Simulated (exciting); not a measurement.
EuS: single point with PBE

**Measured values to compare with.**

“Crystal-field mediated electronic transitions of EuS up to 35 GPa”, 2022, pmc:8786971 reports, for a powder of EuS at 300 K: band gap 1.72 eV (optical).

The system is EuS.

```
Eu S
1.0
     0.00000    2.97850    2.97850
     2.97850    0.00000    2.97850
     2.97850    2.97850    0.00000
Eu S
1 1
Direct
  0.00000 0.00000 0.00000
  0.50000 0.50000 0.50000
```

| Item | Value |
| --- | --- |
| Program | exciting (release sodium) |
| Task | single point |
| Functional | PBE |
| Potentials or basis | all-electron LAPW+lo, shipped species files, valence relativity iora* |
| rgkmax | 7.8 |
| k mesh | 8 × 8 × 8 |
| Occupations | gaussian, width 0.011 eV |
| Spin | collinear spin, ferromagnetic start |
| outputlevel | normal |
| reducebf | 0.5 |
| gmaxvr (cutoff of density and potential) | 14 1/bohr |
| lmaxapw (and lmaxmat) | 10 |
| lmaxvr | 8 |
| nempty | 26 |
| Valence relativity | iora* |
| epsengy | 1e-05 Ha |
| epspot | 1e-05 Ha |
| maxscl | 90 |
| Muffin-tin radii | Eu 2.3, S 1.9 bohr |

```yaml
Band_gap_on_the_k_mesh: none (metal or under the smearing width)
Net_moment: 7.00 μB per cell
Site_moments: Eu +6.71; S -0.07 μB
All_electrons_inside_the_program's_atomic_spheres: Eu 60.11; S 13.57 (radii Eu 2.3, S 1.9 bohr)
```

Levels at points of the mesh, in eV from the Fermi level:
Spin up:
```csv
k point,band 13,band 14,band 15,band 16,band 17,band 18
"(0.00, 0.00, 0.00)",0.10,0.10,0.10,1.09,1.32,1.32
"(0.50, 0.00, 0.00)",-0.27,-0.23,-0.22,3.19,3.47,3.89
"(0.50, 0.50, 0.00)",-0.29,-0.25,-0.06,-0.06,3.31,3.50
```
Spin down:
```
           k point  band 6  band 7  band 8  band 9  band 10  band 11
(0.00, 0.00, 0.00)   -2.42   -2.42   -2.42    1.66     2.11     2.11
(0.50, 0.00, 0.00)   -4.92   -3.53   -3.53    3.01     4.06     4.06
(0.50, 0.50, 0.00)   -3.54   -2.76   -2.76    0.10     4.17     4.21
```

It took 5.9 min on 1 thread of Arm Neoverse V1 (shared host), peak memory 0.18 GiB.

Against the measured gap of EuS, 1.72 eV (optical; 300 K; powder; “Crystal-field mediated electronic transitions of EuS up to 35 GPa”, 2022, pmc:8786971), the calculated 0.00 eV is off by -1.72 eV. So large a miss can be the level of theory's own, or it may mean another phase, state or a wrong row. Spin-orbit coupling on Eu is left out. The value is that of PBE on a finite k mesh, which can miss the band edges, without temperature or zero-point motion. Semilocal functionals fall short of measured gaps as a rule. The run's magnetic order (collinear spin, ferromagnetic start) needn't be the measured crystal's.

Caveat: spin-orbit coupling is left out, which moves the levels of the heavy elements; a cell with one magnetic atom can't hold antiferromagnetic order, which such compounds often take; without U or exact exchange the open f shell lies at the Fermi level, which spoils levels, moments and volumes. The state reached can hang on the start; a lower one may exist.
